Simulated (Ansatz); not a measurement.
A trial form of C

Method: DFT PBE, scalar-relativistic, plane waves, PAW (Ansatz 0.2.0). Cutoff 420 eV, Gaussian smearing, Γ-centred meshes. Cell and atoms relax first on a coarse mesh and then on a finer one. In between, the cell is made exact in the group found at 0.06 Å. In metals the finer mesh still leaves noise of several meV/atom or more. The steps can't lower the symmetry of their start. No spin polarisation in the relaxation; trial moments died out in a coarse test.

The cell of C is invented: 3-connected net of one element (P6_222, No. 180). The dimensions are guesses.

```
CELL_PARAMETERS angstrom
4.21235 0.00000 0.00000
-2.10617 3.64800 0.00000
0.00000 0.00000 3.57430
ATOMIC_POSITIONS crystal
C 0.80000 0.40000 0.16667
C 0.60000 0.40000 0.83333
C 0.60000 0.20000 0.50000
C 0.20000 0.60000 0.16667
C 0.40000 0.60000 0.83333
C 0.40000 0.80000 0.50000
```

Energies count from the standard state of C at the same level.

Question: Describe the relaxed structure.

Answer: The symmetry stays P6_222 (No. 180). The volume per atom shrinks by 7.3 %, from 9.2 to 8.5 Å³. The shortest distance goes from 1.46 Å (C–C) to 1.39 Å (C–C). The ratio c/a of the conventional cell changes by a factor of 1.13. The energy falls by about 0.13 eV/atom (the start's value is from the coarse mesh). Conventional cell: a = 3.941 Å, c = 3.787 Å. C is surrounded by 1 C at 1.39 Å and 2 C at 1.48 Å.

```
C
1.0
     3.94071    0.00000    0.00000
    -1.97035    3.41275    0.00000
     0.00000    0.00000    3.78740
C
6
Direct
  0.79620 0.39810 0.16667
  0.60190 0.39810 0.83333
  0.60190 0.20380 0.50000
  0.20380 0.60190 0.16667
  0.39810 0.60190 0.83333
  0.39810 0.79620 0.50000
```

Question: Give its energy and gap.

Answer: The energy over the standard state is +0.77 eV/atom and the gap on the 12×12×10 mesh of the 6-atom cell is 0 eV (a metal).

So it is a metastable form at best.

The last run used Gaussian smearing of 0.10 eV. The reference form of C is held partly by dispersion forces, which this level lacks. Symmetry constrained the relaxation, so the result can be a saddle point. Another cell of C relaxed alike, in Fd-3m, lies 0.63 eV/atom lower, so this cell isn't the stable form at this level.
